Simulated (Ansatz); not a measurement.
The system is TiO2 (Anatase).

```
CELL_PARAMETERS angstrom
-1.89210 1.89210 4.75730
1.89210 -1.89210 4.75730
1.89210 1.89210 -4.75730
ATOMIC_POSITIONS crystal
Ti 0.75000 0.25000 0.50000
Ti 0.00000 0.00000 0.00000
O 0.79190 0.79190 0.00000
O 0.54190 0.04190 0.50000
O 0.95810 0.45810 0.50000
O 0.20810 0.20810 0.00000
```

Base run:

```yaml
Program: Ansatz 0.2.0
Functional: PBE0
Potentials_or_basis: Ansatz PAW
Cutoff: 420 eV
Density_cutoff: 1680 eV
k_mesh: 6 × 6 × 6
Occupations: fermi-dirac, width 0.05 eV
Spin: no spin polarisation
```

Its results: band gap on the k mesh 4.41 eV, indirect (least direct gap 4.74 eV); largest force 0.158 eV/Å.

Task: After a change of settings the same cell gave: band gap on the k mesh 12.80 eV, indirect (least direct gap 13.21 eV); largest force 0.352 eV/Å. Which change was it?
A. functional from PBE0 to HSE06; k mesh from 6 × 6 × 6 to 8 × 8 × 8
B. functional from PBE0 to r2SCAN0; cutoff from 420 eV to 500 eV; density cutoff from 1680 eV to 2000 eV
C. functional from PBE0 to HF
D. functional from PBE0 to PBE; k mesh from 6 × 6 × 6 to 7 × 7 × 7

Result: C.

Caveats: the PAW data sets come from PBE, with cores solved anew for the run's functional, which leaves a small shift of forces and pressure; the potentials were made for another functional, which shifts forces and pressure (some runs).

Not every run made on this cell is shown here.
